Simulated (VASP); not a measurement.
**AlAu under changes of volume**

One of the cells (17.090 Å³/atom); the others are scaled copies at fixed shape and fractional positions:

```
CELL_PARAMETERS angstrom
3.24529 0.00000 0.00000
0.00000 3.24529 0.00000
0.00000 0.00000 3.24529
ATOMIC_POSITIONS crystal
Au 0.50000 0.50000 0.50000
Al 0.00000 0.00000 0.00000
```

The cell comes from a database or a generator and needn't be the stable form of this composition.

| Quantity | Value |
| --- | --- |
| Program | VASP 6.6.1 |
| Functional | PBEsol |
| Potentials or basis | VASP PAW PBE potentials, release 64 (Au, Al) |
| Cutoff | 520 eV |
| k mesh | 8 × 8 × 8 |
| Occupations | fermi-dirac, width 0.05 eV |
| Spin | no spin polarisation |

```tsv
volume (Å³/atom)	energy over the lowest point (meV/atom)	pressure (GPa)
15.749	1.56	2.0
16.084	0.00	-0.8
16.419	?	?
17.090	26.02	-7.1
17.425	42.53	-8.6
17.760	61.78	-9.9
```

**Question.** What does the run at 16.419 Å³/atom give?

**Answer.** Energy over the lowest point 3.94 meV/atom; pressure -3.2 GPa.

Worked out: A Birch-Murnaghan fit of order 3 (a polynomial in V^(-2/3)) to the other rows has its minimum at 16.00 Å³/atom with B0 = V·E''(V) = 135 GPa and B' = 6.7. It gives 4.09 meV/atom at 16.419 Å³/atom, against the run's 3.94, and -dE/dV = -3.2 GPa, against -3.2.

Energies are extrapolated to zero smearing.

Caveats: the PAW data sets were made with another functional, which shifts forces and pressure a little.
